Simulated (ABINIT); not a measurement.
Crystal: KCl (Sylvite).

```
CELL_PARAMETERS angstrom
0.00000 3.14647 3.14647
3.14647 0.00000 3.14647
3.14647 3.14647 0.00000
ATOMIC_POSITIONS crystal
K 0.00000 0.00000 0.00000
Cl 0.50000 0.50000 0.50000
```

Base run:

| Property | Result |
| --- | --- |
| Program | ABINIT 10.8.3 (patched build) |
| Functional | PBEsol |
| Potentials or basis | PseudoDojo NC SR PBEsol v0.4.1 standard |
| Cutoff | 1007 eV |
| k mesh | 7 × 7 × 7 |
| Occupations | fermi-dirac, width 0.05 eV |
| Spin | no spin polarisation |

Its results: band gap on the k mesh 5.03 eV, direct; pressure -0.4 GPa.

**Question.** The run is repeated on the same cell with these changes: functional from PBEsol to LDA; potentials or basis from PseudoDojo NC SR PBEsol v0.4.1 standard to JTH PAW LDA v2.0; cutoff from 1007 eV to 680 eV. What comes out?

**Answer.** Band gap on the k mesh 4.74 eV, direct; pressure -1.8 GPa.

Caveats: an odd mesh through Γ misses points on the zone boundary, where band edges often lie (some runs).

Not every run made on this cell is shown here.
